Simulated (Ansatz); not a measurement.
A run of Ansatz 0.2.0:

input.yaml

```yaml
crystal:
  lattice:
    - [-1.5765401831, 1.5765401831, 2.7119384313]
    - [1.5765401831, -1.5765401831, 2.7119384313]
    - [1.5765401831, 1.5765401831, -2.7119384313]
  atoms:
    - { symbol: Sb, position: [0.0, 0.0, 0.0] }
hamiltonian:
  xc: pbesol
  pseudopotentials: { kind: paw }
kpoints:
  mp_grid: { grid: [12, 12, 12] }
scf:
  occupations: { method: fermi_dirac, width: 0.05 }
output:
  forces: true
  stress: true
  eigenvalues: true
  write_density: true
  write_potential: true
  elf: true
  volumetric_format: npy
relax:
  f_tol: 0.01
  max_steps: 40
  cell: { stress_tol: 0.05, p_target: 2.0 }
```

Potentials or basis: Ansatz PAW.

Command:

```bash
$ ansatz run input.yaml --threads 2 --pin off --max-ram 5632MiB --backend cpu --events-out ev --progress --plain --runs-dir out
```

Hardware: 2 threads of AMD EPYC 7R43 64-Core Processor (Zen 3) (shared host).

Q: How long does it take, and how much memory?

A: Wall time 12 s on 2 threads of AMD EPYC 7R43 64-Core Processor (Zen 3) (shared host), peak memory 0.42 GiB. Counts: scf iterations 31, plane waves 509, k points 163, bands 12, ion steps 7.
